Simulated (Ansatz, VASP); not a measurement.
**One calculation of Mg, two programs**

```
Mg
1.0
     3.13250    0.00000    0.00000
    -1.56625    2.71283    0.00000
     0.00000    0.00000    5.08489
Mg
2
Direct
  0.33333 0.66667 0.25000
  0.66667 0.33333 0.75000
```

Alike in both runs: task single point; functional LDA; k mesh 12 × 12 × 6; occupations fermi-dirac, width 0.1 eV; no spin polarisation.

```csv
,VASP,Ansatz
version,VASP 6.6.1,Ansatz 0.2.0
potentials or method,"VASP PAW LDA potentials, release 64 (Mg)","plane waves (800 eV) with PAW, scalar-relativistic"
plane-wave cutoff (eV),520,800
valence electrons in the cell,4,20
```

|  | VASP | Ansatz | Ansatz less VASP |
| --- | --- | --- | --- |
| pressure (GPa) | -0.3 | 0.0 | +0.33 |
| largest component of the traceless stress (GPa) | 0.41 | 0.41 | -0.001 |

The two sets of potentials don't hold the same shells in valence. Ansatz warned: «pseudo_functional_mismatch».
